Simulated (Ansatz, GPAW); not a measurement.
## Geometry or basis: what sets the conductance of butane-1,4-dithiol between two Pd chains

Aim: the conductance of butane-1,4-dithiol between two Pd chains after relaxation, and whether geometry, basis or functional moves it most.

Program: GPAW 26.7.0 and Ansatz 0.2.0. Level of theory: Ansatz plane waves; relaxation of the junction with the lead ends held; PAW set soft_1, in the first sound run; inputs show where later runs differ. Results are calculated unless marked as measured.

**1. The starting structure**

The cell holds 30 atoms: 16 Pd, 2 S, 8 H and 4 C. Cell: a = 11.001 Å, b = 9.382 Å, c = 46.499 Å, α = 90.0°, β = 90.0°, γ = 90.0°. Regions: left lead, 8 atoms (8 Pd); channel, 14 atoms (2 S, 8 H and 4 C); right lead, 8 atoms (8 Pd). Vacuum lies along a and b. The structure is stacked along c, and the current runs across the ab planes.

**2. Relaxing the atoms**

Transmission follows bond lengths closely, so the atoms between the held lead ends are relaxed first, from a slightly shaken start that lets symmetry break.

input.yaml reads:

```yaml
crystal:
  lattice:
    - [11.0012535339, 0.0, 0.0]
    - [0.0, 9.382345116, 0.0]
    - [0.0, 0.0, 46.4990672789]
  atoms:
    - { symbol: Pd, position: [0.5, 0.5, 0.0268822596] }
    - { symbol: Pd, position: [0.5, 0.5, 0.0806467789] }
    - { symbol: Pd, position: [0.5, 0.5, 0.1344112982] }
    - { symbol: Pd, position: [0.5, 0.5, 0.1881758175] }
    - { symbol: Pd, position: [0.5, 0.5, 0.2419403368] }
    - { symbol: Pd, position: [0.5, 0.5, 0.2957048561] }
    - { symbol: Pd, position: [0.5042939865, 0.5023766448, 0.3488436282] }
    - { symbol: Pd, position: [0.4994218719, 0.4990831826, 0.4047580665] }
    - { symbol: S, position: [0.351508712, 0.420393387, 0.4370865236] }
    - { symbol: H, position: [0.3759542105, 0.62261501, 0.4673165186] }
    - { symbol: C, position: [0.3747404049, 0.5080154534, 0.4715009384] }
    - { symbol: H, position: [0.5702690697, 0.4906985105, 0.472752708] }
    - { symbol: H, position: [0.2951810259, 0.4818867941, 0.4850571367] }
    - { symbol: C, position: [0.4871817385, 0.4630094341, 0.4852084192] }
    - { symbol: H, position: [0.4893933165, 0.3413484296, 0.4889632514] }
    - { symbol: H, position: [0.5097541103, 0.6519154779, 0.5103048406] }
    - { symbol: C, position: [0.5067652928, 0.5374930671, 0.513705675] }
    - { symbol: H, position: [0.7031225924, 0.5140762887, 0.5151266597] }
    - { symbol: H, position: [0.4354425641, 0.513773829, 0.5296984061] }
    - { symbol: C, position: [0.6247094287, 0.4887030822, 0.5287361231] }
    - { symbol: H, position: [0.6270649465, 0.3785731865, 0.5331863553] }
    - { symbol: S, position: [0.6450574617, 0.5868390123, 0.5629354654] }
    - { symbol: Pd, position: [0.5019091254, 0.5014345224, 0.5969285046] }
    - { symbol: Pd, position: [0.5006029367, 0.4976889695, 0.6508796814] }
    - { symbol: Pd, position: [0.5, 0.5, 0.7042951439] }
    - { symbol: Pd, position: [0.5, 0.5, 0.7580596632] }
    - { symbol: Pd, position: [0.5, 0.5, 0.8118241825] }
    - { symbol: Pd, position: [0.5, 0.5, 0.8655887018] }
    - { symbol: Pd, position: [0.5, 0.5, 0.9193532211] }
    - { symbol: Pd, position: [0.5, 0.5, 0.9731177404] }
kpoints:
  mp_grid: { grid: [1, 1, 2] }
hamiltonian:
  xc: pbe
  pseudopotentials: { kind: paw, azcp: { folder: soft_1 } }
scf:
  occupations: { method: fermi_dirac, width: 0.1 }
relax:
  f_tol: 0.03
  max_steps: 80
  constraints: [{ sites: [0, 1, 2, 3, 4, 5, 24, 25, 26, 27, 28, 29] }]
```

The run is started by

```
$ ansatz run input.yaml --threads 4 --pin off --max-ram 8192MiB --backend cpu --events-out ev --progress --plain --runs-dir out
```

Numbers of over 12 decimals in the logs are rounded to 6 here.

The program printed:

```text
Engine: ansatz 0.2.0, aarch64-unknown-linux-gnu
Pseudopotentials: kind: paw
Pseudopotential: Pd, paw, valence charge 18, recommended cutoff 420 eV (normal), soft_1/Pd.paw.azcp
Pseudopotential: S, paw, valence charge 6, recommended cutoff 420 eV (normal), soft_1/S.paw.azcp
Pseudopotential: H, paw, valence charge 1, recommended cutoff 420 eV (normal), soft_1/H.paw.azcp
Pseudopotential: C, paw, valence charge 4, recommended cutoff 420 eV (normal), soft_1/C.paw.azcp
Functional definition: PBE
  parameter kappa = 0.804
  parameter beta = 0.066725
  exchange = pbe_x(kappa = kappa, mu = beta*pi^2/3)
  correlation = pbe_c(beta = beta)
Crystal: 30 atoms, lattice volume = 4799.520 Å³
Basis set: ecut = 420 eV, 93937 PW (Γ), exchange–correlation on 150×128×640 points (8 copies of the dense FFT grid, shifted against one another)
Bands: 195, of which v1, the nominal top of the filled ones, is band 162 counted from 1 (161 counted from 0)
Symmetry: 1 space group operations
Space group: P1 (ITA 1), of the structure as read, at distance tolerance 1.7e-4 Å
k-points: 2
Non-local potential: Pd, projectors of the file, l = 0: 2, l = 1: 2, l = 2: 2, l = 3: 1
Non-local potential: S, projectors of the file, l = 0: 2, l = 1: 2, l = 2: 1
Non-local potential: H, projectors of the file, l = 0: 2, l = 1: 1
Non-local potential: C, projectors of the file, l = 0: 2, l = 1: 2, l = 2: 1
PAW form: soft (Blöchl's): semilocal exchange-correlation on the pseudo side does not see the compensation charge
PAW one-centre angular grid: Pd, 590 points (default); XC on 64 Gauss nodes
PAW one-centre angular grid: S, 110 points (default); XC on 64 Gauss nodes
PAW one-centre angular grid: H, 110 points (default); XC on 64 Gauss nodes
PAW one-centre angular grid: C, 110 points (default); XC on 64 Gauss nodes
Initial density: superposition of atomic densities (neutral atoms: chi_scale 0, normalization atom)
Initial wavefunctions: pseudopotential atomic-orbital guess
Functional: x = pbe(κ = 0.804, μ = 0.219515), c = pbe(β = 0.066725)
SCF iter   1: F=—  HF=-114490.728971 eV  |F-HF|=—  |Δ(HF+E_count)|=         —  Δρ=4.45e-2  dr2=1.60e2  ethr=3.10e-3  ⟨swp⟩=15.0  Hψ=2208  notcnv=0
preconditioner: auto → LDOS  [metal: Δε(μ)=0.061 eV  Ē_g=4.307 eV  σ=0.100 eV  W_gap=0.15  n_scr=422 (ndim 8)  ℏωp=7.4 eV  f_vac=0.811  D(μ)=33.67/eV (n_scr^D=116)  β→1.0]
SCF iter   2: F=—  HF=-114472.804278 eV  |F-HF|=—  |Δ(HF+E_count)|=    1.79e1  Δρ=3.66e-2  dr2=7.57e1  ethr=3.10e-3  ⟨swp⟩=13.0  Hψ=1727  notcnv=0
SCF iter   3: F=—  HF=-114465.765119 eV  |F-HF|=—  |Δ(HF+E_count)|=    7.04e0  Δρ=1.40e-2  dr2=2.32e1  ethr=3.10e-3  ⟨swp⟩=4.0  Hψ=1046  notcnv=0  defer=26
SCF iter   4: F=—  HF=-114464.052146 eV  |F-HF|=—  |Δ(HF+E_count)|=    1.71e0  Δρ=7.15e-3  dr2=4.66e0  ethr=3.10e-3  ⟨swp⟩=5.0  Hψ=804  notcnv=0  defer=20
SCF iter   5: F=—  HF=-114463.466507 eV  |F-HF|=—  |Δ(HF+E_count)|=   5.86e-1  Δρ=2.83e-3  dr2=1.68e0  ethr=1.44e-3  ⟨swp⟩=3.0  Hψ=681  notcnv=0  defer=25
SCF iter   6: F=—  HF=-114463.456041 eV  |F-HF|=—  |Δ(HF+E_count)|=   1.05e-2  Δρ=1.59e-3  dr2=3.10e-1  ethr=5.19e-4  ⟨swp⟩=1.0  Hψ=450  notcnv=0  defer=28
SCF iter   7: F=—  HF=-114463.441559 eV  |F-HF|=—  |Δ(HF+E_count)|=   1.45e-2  Δρ=6.10e-4  dr2=8.38e-2  ethr=9.58e-5  ⟨swp⟩=2.0  Hψ=400  notcnv=0  defer=28
SCF iter   8: F=—  HF=-114463.442463 eV  |F-HF|=—  |Δ(HF+E_count)|=   9.03e-4  Δρ=3.20e-4  dr2=2.04e-2  ethr=2.59e-5  ⟨swp⟩=1.0  Hψ=450  notcnv=0  defer=28
SCF iter   9: F=—  HF=-114463.442782 eV  |F-HF|=—  |Δ(HF+E_count)|=   3.19e-4  Δρ=2.07e-4  dr2=4.36e-3  ethr=6.30e-6  ⟨swp⟩=2.0  Hψ=408  notcnv=0  defer=28
SCF iter  10: F=—  HF=-114463.442715 eV  |F-HF|=—  |Δ(HF+E_count)|=   6.69e-5  Δρ=1.05e-4  dr2=2.38e-3  ethr=1.35e-6  ⟨swp⟩=2.0  Hψ=546  notcnv=0  defer=28
SCF iter  11: F=—  HF=-114463.442718 eV  |F-HF|=—  |Δ(HF+E_count)|=   3.61e-6  Δρ=5.53e-5  dr2=4.73e-4  ethr=7.34e-7  ⟨swp⟩=1.0  Hψ=362  notcnv=0  defer=28
SCF iter  12: F=—  HF=-114463.442741 eV  |F-HF|=—  |Δ(HF+E_count)|=   2.31e-5  Δρ=3.42e-5  dr2=1.40e-4  ethr=1.46e-7  ⟨swp⟩=1.0  Hψ=362  notcnv=0  defer=28
SCF iter  13: F=-114463.442739 eV  HF=-114463.442750 eV  |F-HF|=1.14e-5  |Δ(HF+E_count)|=   8.58e-6  Δρ=1.39e-5  dr2=1.79e-5  ethr=6.94e-9  ⟨swp⟩=4.0  Hψ=1310  notcnv=0
SCF 1 converged in 13 iterations: F = -114463.442739 eV  dr2 = 1.79e-5
  greatest PAW one-centre occupation: 1.000 electrons in one spin orbital (limit 2), on the Pd atom at site 6 (counted from 0), in its partial waves of l = 0
relax step   1: F+E_penalty+E_count = -114463.44273857 eV  Δ(F+E_penalty+E_count) = +0.000e0 eV  max|allowed force component| = 2.150e0 eV/Å  Δτ_max = 0.0000 Å  (13 SCF iters, dr2 threshold 2.25e-5 eV, accepted)
Initial density: handed on by an earlier stage of this run
Initial wavefunctions: those handed on with the density
iter 1 solved again at ethr=4.77e-4 eV; its pass at ethr=3.10e-3 eV (dr2=1.54e0 eV) is discarded
SCF iter   1: F=—  HF=-114464.111600 eV  |F-HF|=—  |Δ(HF+E_count)|=         —  Δρ=5.65e-3  dr2=1.53e0  ethr=4.77e-4  ⟨swp⟩=2.0  Hψ=1393  notcnv=0  defer=27
preconditioner: auto → LDOS  [metal: Δε(μ)=0.024 eV  Ē_g=5.105 eV  σ=0.100 eV  W_gap=0.06  n_scr=422 (ndim 8)  ℏωp=7.5 eV  f_vac=0.805  D(μ)=53.86/eV (n_scr^D=232)  β→1.0]
SCF iter   2: F=—  HF=-114464.016264 eV  |F-HF|=—  |Δ(HF+E_count)|=   9.53e-2  Δρ=1.81e-3  dr2=3.01e-1  ethr=4.71e-4  ⟨swp⟩=3.0  Hψ=602  notcnv=0  defer=27
SCF iter   3: F=—  HF=-114463.970634 eV  |F-HF|=—  |Δ(HF+E_count)|=   4.56e-2  Δρ=7.52e-4  dr2=3.34e-2  ethr=9.28e-5  ⟨swp⟩=3.0  Hψ=606  notcnv=0  defer=27
SCF iter   4: F=—  HF=-114463.962817 eV  |F-HF|=—  |Δ(HF+E_count)|=   7.82e-3  Δρ=1.78e-4  dr2=3.09e-3  ethr=1.03e-5  ⟨swp⟩=2.0  Hψ=728  notcnv=0  defer=27
SCF iter   5: F=—  HF=-114463.962929 eV  |F-HF|=—  |Δ(HF+E_count)|=   1.12e-4  Δρ=1.01e-4  dr2=1.17e-3  ethr=9.53e-7  ⟨swp⟩=2.0  Hψ=416  notcnv=0  defer=27
SCF iter   6: F=—  HF=-114463.962999 eV  |F-HF|=—  |Δ(HF+E_count)|=   7.06e-5  Δρ=8.24e-5  dr2=4.30e-4  ethr=3.62e-7  ⟨swp⟩=2.0  Hψ=373  notcnv=0  defer=27
SCF iter   7: F=—  HF=-114463.962966 eV  |F-HF|=—  |Δ(HF+E_count)|=   3.36e-5  Δρ=3.39e-5  dr2=1.13e-4  ethr=1.33e-7  ⟨swp⟩=3.0  Hψ=576  notcnv=0  defer=27
SCF iter   8: F=-114463.962978 eV  HF=-114463.962995 eV  |F-HF|=1.67e-5  |Δ(HF+E_count)|=   2.92e-5  Δρ=1.70e-5  dr2=2.92e-5  ethr=3.09e-8  ⟨swp⟩=3.0  Hψ=1269  notcnv=0
SCF 2 converged in 8 iterations: F = -114463.962978 eV  dr2 = 2.92e-5
relax step   2: F+E_penalty+E_count = -114463.96297817 eV  Δ(F+E_penalty+E_count) = -5.202e-1 eV  max|allowed force component| = 9.536e-1 eV/Å  Δτ_max = 0.1937 Å  (8 SCF iters, dr2 threshold 1.00e-4 eV, accepted)
[...]
relax step  11: F+E_penalty+E_count = -114464.66675246 eV  Δ(F+E_penalty+E_count) = -3.647e-2 eV  max|allowed force component| = 2.005e-1 eV/Å  Δτ_max = 0.1949 Å  (8 SCF iters, dr2 threshold 4.67e-5 eV, accepted)
relax step  12: F+E_penalty+E_count = -114464.69255058 eV  Δ(F+E_penalty+E_count) = -2.580e-2 eV  max|allowed force component| = 2.301e-1 eV/Å  Δτ_max = 0.1949 Å  (8 SCF iters, dr2 threshold 1.94e-5 eV, accepted)
relax step  13: F+E_penalty+E_count = -114464.71216936 eV  Δ(F+E_penalty+E_count) = -1.962e-2 eV  max|allowed force component| = 1.718e-1 eV/Å  Δτ_max = 0.1950 Å  (8 SCF iters, dr2 threshold 2.55e-5 eV, accepted)
relax step  14: F+E_penalty+E_count = -114464.72422167 eV  Δ(F+E_penalty+E_count) = -1.205e-2 eV  max|allowed force component| = 1.402e-1 eV/Å  Δτ_max = 0.1358 Å  (9 SCF iters, dr2 threshold 1.64e-5 eV, accepted)
relax step  15: F+E_penalty+E_count = -114464.73129033 eV  Δ(F+E_penalty+E_count) = -7.069e-3 eV  max|allowed force component| = 8.089e-2 eV/Å  Δτ_max = 0.1346 Å  (10 SCF iters, dr2 threshold 1.09e-5 eV, accepted)
relax step  16: F+E_penalty+E_count = -114464.73376362 eV  Δ(F+E_penalty+E_count) = -2.473e-3 eV  max|allowed force component| = 4.932e-2 eV/Å  Δτ_max = 0.0653 Å  (9 SCF iters, dr2 threshold 2.18e-6 eV, accepted)
SCF iter   1: F=—  HF=-114464.738870 eV  |F-HF|=—  |Δ(HF+E_count)|=         —  Δρ=7.10e-4  dr2=2.45e-2  ethr=8.21e-5  ⟨swp⟩=3.0  Hψ=716  notcnv=0  defer=27
preconditioner: auto → LDOS  [metal: Δε(μ)=0.018 eV  Ē_g=5.183 eV  σ=0.100 eV  W_gap=0.04  n_scr=422 (ndim 8)  ℏωp=7.5 eV  f_vac=0.805  D(μ)=54.63/eV (n_scr^D=240)  β→1.0]
SCF iter   2: F=—  HF=-114464.736712 eV  |F-HF|=—  |Δ(HF+E_count)|=   2.16e-3  Δρ=3.63e-4  dr2=8.04e-3  ethr=7.56e-6  ⟨swp⟩=2.0  Hψ=746  notcnv=0  defer=27
SCF iter   3: F=—  HF=-114464.734762 eV  |F-HF|=—  |Δ(HF+E_count)|=   1.95e-3  Δρ=1.04e-4  dr2=9.51e-4  ethr=2.48e-6  ⟨swp⟩=2.0  Hψ=657  notcnv=0  defer=27
SCF iter   4: F=—  HF=-114464.734763 eV  |F-HF|=—  |Δ(HF+E_count)|=   1.01e-6  Δρ=4.56e-5  dr2=1.82e-4  ethr=2.93e-7  ⟨swp⟩=2.0  Hψ=557  notcnv=0  defer=27
SCF iter   5: F=—  HF=-114464.734783 eV  |F-HF|=—  |Δ(HF+E_count)|=   1.92e-5  Δρ=2.74e-5  dr2=6.65e-5  ethr=5.63e-8  ⟨swp⟩=1.5  Hψ=364  notcnv=0  defer=27
SCF iter   6: F=—  HF=-114464.734702 eV  |F-HF|=—  |Δ(HF+E_count)|=   8.04e-5  Δρ=1.55e-5  dr2=2.27e-5  ethr=2.05e-8  ⟨swp⟩=2.0  Hψ=387  notcnv=0  defer=27
SCF iter   7: F=—  HF=-114464.734705 eV  |F-HF|=—  |Δ(HF+E_count)|=   2.69e-6  Δρ=7.81e-6  dr2=5.34e-6  ethr=6.99e-9  ⟨swp⟩=2.0  Hψ=397  notcnv=0  defer=27
SCF iter   8: F=—  HF=-114464.734705 eV  |F-HF|=—  |Δ(HF+E_count)|=   3.68e-7  Δρ=3.96e-6  dr2=1.63e-6  ethr=1.65e-9  ⟨swp⟩=2.0  Hψ=484  notcnv=0  defer=27
SCF iter   9: F=—  HF=-114464.734705 eV  |F-HF|=—  |Δ(HF+E_count)|=   2.07e-7  Δρ=2.06e-6  dr2=4.42e-7  ethr=5.03e-10  ⟨swp⟩=2.0  Hψ=424  notcnv=0  defer=27
SCF iter  10: F=-114464.734705 eV  HF=-114464.734705 eV  |F-HF|=4.68e-8  |Δ(HF+E_count)|=   6.76e-8  Δρ=9.61e-7  dr2=9.15e-8  ethr=3.09e-11  ⟨swp⟩=4.0  Hψ=1560  notcnv=0
SCF 17 converged in 10 iterations: F = -114464.734705 eV  dr2 = 9.15e-8
relax step  17: F+E_penalty+E_count = -114464.73470547 eV  Δ(F+E_penalty+E_count) = -9.418e-4 eV  max|allowed force component| = 2.418e-2 eV/Å  Δτ_max = 0.0319 Å  (10 SCF iters, accepted)
SCF converged after 10 iterations
Free energy (F): -114464.734705 eV
Harris-Foulkes:  -114464.734705 eV  (|F-HF|=4.68e-8)
Internal energy: -114463.008657 eV  (E = F + TS)
E sigma→0 (E₀):  -114463.871681 eV
Entropy (-TS):   -1.726049 eV (-57.535 meV/atom)
Fermi energy:    -3.771106 eV
--- Per-component energies (eV) ---
  E_band       = -9031.555998
  E_kinetic    = 7877.088413
  E_local      = -115819.087332  (includes V_loc(G=0)·N_el)
  E_nonlocal   = 6137.300837
  E_hartree    = 51473.425475
  E_xc         = -2604.559741
  E_vxc        = -3220.752684  (∫ρ·V_xc dr)
  E_paw        = -62636.835628  (= ΣΔE_a)
  E_vpaw       = -6952.941635  (= ΣTr[D̂ρ^β])
  E_aug_tail   = -0.004861  (compensation charges beyond the density's cutoff)
  E_ewald      = 1109.664182
  E_smearing   = -1.726049  (= −TS)
  E_closure    = -0.000000  (closes the sum)
  Σ components = -114464.734705   (vs F -114464.734705, Δ=0.00e0)
--- Forces (eV/Å), atoms counted from 1 ---
  atom   1  Pd    -0.00038382     0.00009080    -0.00256481
  atom   2  Pd    -0.00186089    -0.00076004     0.00862811
  atom   3  Pd    -0.00498999    -0.00233328    -0.01550859
  atom   4  Pd    -0.00869458    -0.00305087     0.02769952
  atom   5  Pd    -0.02149038    -0.01186800     0.05978555
  atom   6  Pd     0.05174536     0.02282561    -0.06140895
  atom   7  Pd    -0.00114192     0.00049283    -0.00129632
  atom   8  Pd    -0.00321441    -0.00342249     0.01275120
  atom   9  S      0.00738168    -0.00621651    -0.01070722
  atom  10  H     -0.00520136     0.00019013    -0.00065623
  atom  11  C      0.00456197     0.00874260    -0.00222695
  atom  12  H     -0.00417149     0.00044153     0.00114273
  atom  13  H     -0.00082920    -0.00143030     0.00002934
  atom  14  C     -0.00104303    -0.00998312    -0.02418433
  atom  15  H     -0.00058303     0.00793760     0.00326098
  atom  16  H      0.00072426    -0.00851364    -0.00249925
  atom  17  C      0.00364610     0.00595721     0.01519609
  atom  18  H     -0.00035359     0.00120255     0.00040299
  atom  19  H      0.00374043    -0.00055814    -0.00116328
  atom  20  C     -0.00705343     0.00331641    -0.00847630
  atom  21  H      0.00464331     0.00341964     0.00188980
  atom  22  S      0.00178059    -0.00332565     0.01299633
  atom  23  Pd    -0.00416670     0.00009765     0.00412566
  atom  24  Pd     0.00138922     0.00152754    -0.00020067
  atom  25  Pd    -0.05164411    -0.02248244     0.06052163
  atom  26  Pd     0.02125457     0.01171863    -0.05960420
  atom  27  Pd     0.00868755     0.00300808    -0.02723754
  atom  28  Pd     0.00499420     0.00233196     0.01531770
  atom  29  Pd     0.00187354     0.00075865    -0.00859390
  atom  30  Pd     0.00040405    -0.00008413     0.00256125
  max |Σ_I F_I| component: 3.08e-5 eV/Å
--- Relaxed structure (17 steps of the walk, 17 accepted, 0 SCFs on fresh bases) ---
  F+E_penalty+E_count = -114464.73470547 eV   max|allowed force component| = 2.418e-2 eV/Å
  atoms:
    - { symbol: Pd, position: [0.5, 0.500000, 0.026882] }
    - { symbol: Pd, position: [0.5, 0.500000, 0.080647] }
    - { symbol: Pd, position: [0.5, 0.500000, 0.134411] }
    - { symbol: Pd, position: [0.5, 0.500000, 0.188176] }
    - { symbol: Pd, position: [0.5, 0.500000, 0.241940] }
    - { symbol: Pd, position: [0.5, 0.500000, 0.295705] }
    - { symbol: Pd, position: [0.428925, 0.452677, 0.346097] }
    - { symbol: Pd, position: [0.564248, 0.527563, 0.387166] }
    - { symbol: S, position: [0.548477, 0.414675, 0.428243] }
    - { symbol: H, position: [0.514306, 0.633200, 0.455644] }
    - { symbol: C, position: [0.484089, 0.522306, 0.457896] }
    - { symbol: H, position: [0.625650, 0.459950, 0.487805] }
    - { symbol: H, position: [0.384517, 0.519865, 0.456035] }
    - { symbol: C, position: [0.525651, 0.459166, 0.486928] }
    - { symbol: H, position: [0.497697, 0.346588, 0.488033] }
    - { symbol: H, position: [0.501853, 0.653440, 0.511959] }
    - { symbol: C, position: [0.473934, 0.540850, 0.513075] }
    - { symbol: H, position: [0.615046, 0.480430, 0.544000] }
    - { symbol: H, position: [0.373935, 0.540035, 0.512196] }
    - { symbol: C, position: [0.515483, 0.477828, 0.542117] }
    - { symbol: H, position: [0.485352, 0.366901, 0.544387] }
    - { symbol: S, position: [0.450789, 0.585728, 0.571686] }
    - { symbol: Pd, position: [0.435981, 0.472545, 0.612727] }
    - { symbol: Pd, position: [0.570908, 0.547251, 0.653885] }
    - { symbol: Pd, position: [0.5, 0.500000, 0.704295] }
    - { symbol: Pd, position: [0.5, 0.500000, 0.758060] }
    - { symbol: Pd, position: [0.5, 0.500000, 0.811824] }
    - { symbol: Pd, position: [0.5, 0.500000, 0.865589] }
    - { symbol: Pd, position: [0.5, 0.500000, 0.919353] }
    - { symbol: Pd, position: [0.5, 0.500000, 0.973118] }
```

Wall time 9.8 min (4 threads of Arm Neoverse V2, shared host); peak memory 5.2 GiB; 38 min of CPU time.

The steps of the relaxation:

| step | energy less that of the first step (eV) | largest force component (eV/Å) |
| --- | --- | --- |
| 1 | 0.0000 | 2.1497 |
| 2 | -0.5202 | 0.9536 |
| 3 | -0.6776 | 0.3082 |
| 4 | -0.7849 | 0.1302 |
| 5 | -0.8648 | 0.1389 |
| 6 | -0.9668 | 0.1381 |
| 7 | -1.0421 | 0.1504 |
| 8 | -1.1003 | 0.1461 |
| 9 | -1.1491 | 0.1093 |
| 10 | -1.1875 | 0.2889 |
| 11 | -1.2240 | 0.2005 |
| 12 | -1.2498 | 0.2301 |
| 13 | -1.2694 | 0.1718 |
| 14 | -1.2815 | 0.1402 |
| 15 | -1.2886 | 0.0809 |
| 16 | -1.2910 | 0.0493 |
| 17 | -1.2920 | 0.0242 |

The atoms that moved most (Å):

```
atom      dx      dy      dz  length
  S9   2.167  -0.054  -0.411   2.206
 S22  -2.137  -0.010   0.407   2.176
 H13   0.983   0.356  -1.350   1.707
 H18  -0.969  -0.316   1.343   1.686
 H21  -1.559  -0.110   0.521   1.647
 H10   1.522   0.099  -0.543   1.619
 C11   1.203   0.134  -0.633   1.366
 C20  -1.202  -0.102   0.622   1.357
```

Numbers from this step:

| Property | Result |
| --- | --- |
| free energy | -114464.7347 eV |
| smearing term TS | 1.726 eV |
| symmetry operations | 1 |

The relaxation lowered the energy of the cell by 1.29 eV.

[end of part 1 of 4]

[Logs are printed without paths, hosts, clocks, repeated set-up lines and the standing remarks that a program may print on its own settings, such as how far it seeks lower states.]

[Hosts, paths, dates, database ids (printed as entryN), source tags and the programs' standing remarks are cut or masked in the printed files.]
